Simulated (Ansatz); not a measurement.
## MoS2 in Ansatz: the effect of functional

The system is MoS2, a slab with vacuum.

```xyz
9
Lattice="3.1840 0.0000 0.0000 -1.5920 2.7574 0.0000 0.0000 0.0000 28.3873" Properties=species:S:1:pos:R:3 pbc="T T T"
Mo    0.0000    1.8383    6.4770
Mo    0.0000    1.8383   21.9103
Mo    1.5920    0.9191    0.0000
S     1.5920    0.9191    4.9250
S     1.5920    0.9191   20.3590
S     0.0000    1.8383   26.8355
S     1.5920    0.9191    8.0283
S     1.5920    0.9191   23.4623
S     0.0000    1.8383    1.5518
```

Alike in all runs:

| Property | Result |
| --- | --- |
| Program | Ansatz 0.2.0 |
| Task | projected density of states |
| Potentials or basis | Ansatz PAW |
| k mesh | 10 × 10 × 1 |
| Occupations | fermi-dirac, width 0.05 eV |
| Spin | no spin polarisation |

| functional | cutoff | gap on the mesh (eV) | largest force (eV/Å) |
| --- | --- | --- | --- |
| LDA | 420 eV (not typed: the program's choice for these potentials) | 1.28 | 0.40 |
| PBEsol | 420 eV (not typed: the program's choice for these potentials) | ? | ? |
| r2SCAN | 500 eV (not typed: the program's choice for these potentials) | 1.38 | 0.02 |

Task: What does the run with functional PBEsol give?

Result: gap on the mesh 1.29 eV; largest force 0.15 eV/Å.

Caveats: the PAW data sets come from PBE, with cores solved anew for the run's functional, which leaves a small shift of forces and pressure; the density of states is complete only up to the lowest level of the last band computed.

A k mesh can miss the band edges.
